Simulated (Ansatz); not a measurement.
Theory: DFT PBE, scalar-relativistic, plane waves, PAW in Ansatz 0.2.0.

Plane waves to 420 eV, a k mesh through Γ of 9×9×4 on the computed 4-atom cell and Gaussian smearing (0.02 eV); no spin polarisation.

```
Ag I
1.0
     4.37802    0.00000    0.00000
    -2.18901    3.79148    0.00000
     0.00000    0.00000    7.62941
Ag I
2 2
Cartesian
  0.0000 2.5277 -0.0305
  2.1890 1.2638 3.7842
  0.0000 2.5277 2.8915
  2.1890 1.2638 6.7062
```

(1) Is this geometry at equilibrium? Which atom feels the largest force?

(2) Give all forces and the stress.

## Answers

(1) It isn't. Atom 3 (I) feels (0.00, 0.00, -0.57) eV/Å, 0.570 eV/Å in size, and symmetry-related atoms feel the same size.

(2)
```tsv
atom	Fx	Fy	Fz
Ag1	0.000	0.000	0.570
Ag2	0.000	0.000	0.570
I3	0.000	0.000	-0.570
I4	0.000	0.000	-0.570
```
Stress (GPa, compression positive):
```
7.92 0.00 0.00
0.00 7.92 0.00
0.00 0.00 2.13
```